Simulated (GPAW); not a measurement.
Ge in GPAW: convergence with k mesh

Input of the first run (k mesh 3 × 3 × 3); the others differ in this setting and in those tied to it:

Contents of run.py:

```python
from ase.dft.bandgap import bandgap
from ase.io import read, write
from ase.units import GPa
from gpaw import GPAW, PW

atoms = read('POSCAR')

calc = GPAW(mode=PW(600),
            xc='PBE',
            kpts={'size': (3, 3, 3), 'gamma': True},
            occupations={'name': 'fermi-dirac', 'width': 0.05},
            nbands=8,
            convergence={'density': 1e-05, 'energy': 1e-05},
            maxiter=100,
            txt='gpaw.txt')
atoms.calc = calc
energy = atoms.get_potential_energy()
forces = atoms.get_forces()
stress = atoms.get_stress()
calc.write('gs.gpw')
write('result.traj', atoms)
print(f'Energy: {energy:.6f} eV')
print('Forces (eV/A):')
print(forces.round(4))
print('Stress (GPa):', (stress / GPa).round(3))
print('Fermi level:', round(calc.get_fermi_level(), 4), 'eV')
print(f'Gap: {bandgap(calc)[0]:.4f} eV, direct: {bandgap(calc, direct=True)[0]:.4f} eV')
```

The input POSCAR:

```
Ge
1.0
   -0.0282083000      2.1019966500      2.1134578200
    2.0716247400     -0.0325513900      2.1178009100
    2.0429605600      2.0776755600     -0.0038872100
Ge
1
Direct
    0.0000000000      0.0000000000      0.0000000000
```

Potentials or basis: GPAW PAW data sets (gpaw-data 1.2.1), pw.

Run with:

```console
$ OMP_NUM_THREADS=1 python run.py
```

This isn't the form of Ge at room conditions, which is diamond.

Hardware: 1 thread of Arm Neoverse V1, with other jobs on the host.

```
      k mesh  energy less the tightest run, at zero smearing (meV/atom)  pressure (GPa)  SCF cycles  CPU time (s)  peak memory (GiB)
   3 × 3 × 3                                                    -124.83           -4.01           8           2.9               0.12
   4 × 4 × 4                                                     140.04            3.47           8           5.2               0.12
   5 × 5 × 5                                                      23.50            3.62           8           8.1               0.13
   6 × 6 × 6                                                     161.30            5.75           8            13               0.14
   7 × 7 × 7                                                      12.41            3.62           8            19               0.15
   8 × 8 × 8                                                     -15.72            4.01           8            27               0.17
10 × 10 × 10                                                      -3.91            3.35           8            51               0.21
12 × 12 × 12                                                       7.46            3.55           8            87               0.28
14 × 14 × 15                                                       0.00            3.73           8           150                0.4
```

Not settled before the last step: the energy (to 1 meV/atom), the pressure (to 0.1 GPa). Meshes of other sizes hit other points, so gaps and Fermi surfaces needn't settle smoothly. The tightest run that finished is the yardstick and may itself not be fully converged.
